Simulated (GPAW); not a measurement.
Input of a GPAW 26.7.0 run:

File run.py:

```python
from ase import Atoms
from ase.dft.bandgap import bandgap
from ase.io import write
from ase.units import GPa
from gpaw import GPAW, PW, setup_paths

setup_paths.insert(0, '.')

atoms = Atoms(['Mn', 'O'],
              cell=[[0.0, 2.2239077028, 2.2239077028],
                    [2.2239077028, 0.0, 2.2239077028],
                    [2.2239077028, 2.2239077028, 0.0]],
              scaled_positions=[[0.0, 0.0, 0.0],
                                [0.5, 0.5, 0.5]],
              pbc=True)
atoms.set_initial_magnetic_moments([4.0, 0.0])

calc = GPAW(mode=PW(800),
            xc='PBEsol',
            kpts={'size': (10, 10, 10), 'gamma': True},
            occupations={'name': 'fermi-dirac', 'width': 0.05},
            setups={'Mn': ':d,4.0'},
            nbands=21,
            convergence={'density': 1e-05, 'energy': 1e-05},
            maxiter=150,
            txt='gpaw.txt')
atoms.calc = calc
energy = atoms.get_potential_energy()
forces = atoms.get_forces()
stress = atoms.get_stress()
calc.write('gs.gpw')
write('result.traj', atoms)
print(f'Energy: {energy:.6f} eV')
print('Forces (eV/A):')
print(forces.round(4))
print('Stress (GPa):', (stress / GPa).round(3))
print('Moments:', calc.get_magnetic_moments().round(3))
print('Fermi level:', round(calc.get_fermi_level(), 4), 'eV')
print(f'Gap: {bandgap(calc)[0]:.4f} eV, direct: {bandgap(calc, direct=True)[0]:.4f} eV')

path = atoms.cell.bandpath('GXWKGLUWLK,UX', npoints=80, eps=1e-4)
bs_calc = calc.fixed_density(kpts=path, symmetry='off', nbands=31,
                             convergence={'bands': 'CBM+6.0', 'eigenstates': 1e-6}, txt='bands.txt')
bs = bs_calc.band_structure()
bs.write('bs.json')
print(f'Gap on the path: {bandgap(bs_calc)[0]:.4f} eV')
```

Potentials or basis: PAW data sets generated in the run's folder for this functional, pw.

Run with:

```sh
$ gpaw-setup -f PBEsol Mn O
$ OMP_NUM_THREADS=1 python run.py
```

Task: What does it give for the net moment?

Result: 5.00 μB per cell.

Task: Estimate the site moments.

Result: Mn +4.52; O +0.13 μB.

Task: Estimate the band gap along the path.

Result: None (metal or under the smearing width).

Levels at the corners of the path, in eV from the Fermi level:
Spin up:
```csv
point,band 10,band 11,band 12,band 13,band 14
Γ,-4.18,-2.99,-2.99,-2.99,-0.05
X,-3.79,-3.40,-3.40,-3.31,5.38
W,-3.40,-3.27,-3.27,-1.72,7.49
K,-3.54,-3.05,-2.71,-1.63,6.80
Γ,-4.18,-2.99,-2.99,-2.99,-0.05
L,-3.66,-2.79,-0.17,-0.17,3.82
U,-3.54,-3.05,-2.71,-1.63,6.80
W,-3.40,-3.27,-3.27,-1.72,7.49
L,-3.66,-2.79,-0.17,-0.17,3.82
K,-3.54,-3.05,-2.71,-1.63,6.80
U,-3.54,-3.05,-2.71,-1.63,6.80
X,-3.79,-3.40,-3.40,-3.31,5.38
```
Spin down:
| point | band 5 | band 6 | band 7 | band 8 | band 9 | band 10 | band 11 | band 12 |
| --- | --- | --- | --- | --- | --- | --- | --- | --- |
| Γ | -19.02 | -2.66 | -2.66 | -2.66 | 1.32 | 3.34 | 3.34 | 3.34 |
| X | -17.99 | -5.82 | -3.67 | -3.67 | 1.22 | 4.79 | 4.81 | 5.54 |
| W | -17.92 | -5.02 | -5.02 | -4.40 | 3.70 | 3.70 | 4.91 | 5.54 |
| K | -17.94 | -5.42 | -4.97 | -3.82 | 2.63 | 4.95 | 5.08 | 5.26 |
| Γ | -19.02 | -2.66 | -2.66 | -2.66 | 1.32 | 3.34 | 3.34 | 3.34 |
| L | -18.04 | -6.66 | -3.85 | -3.85 | 4.49 | 4.92 | 4.92 | 4.95 |
| U | -17.94 | -5.42 | -4.97 | -3.82 | 2.63 | 4.95 | 5.08 | 5.26 |
| W | -17.92 | -5.02 | -5.02 | -4.40 | 3.70 | 3.70 | 4.91 | 5.54 |
| L | -18.04 | -6.66 | -3.85 | -3.85 | 4.49 | 4.92 | 4.92 | 4.95 |
| K | -17.94 | -5.42 | -4.97 | -3.82 | 2.63 | 4.95 | 5.08 | 5.26 |
| U | -17.94 | -5.42 | -4.97 | -3.82 | 2.63 | 4.95 | 5.08 | 5.26 |
| X | -17.99 | -5.82 | -3.67 | -3.67 | 1.22 | 4.79 | 4.81 | 5.54 |

Caveat: a cell with one magnetic atom can't hold antiferromagnetic order, which such compounds often take. The state reached can hang on the start; a lower one may exist.
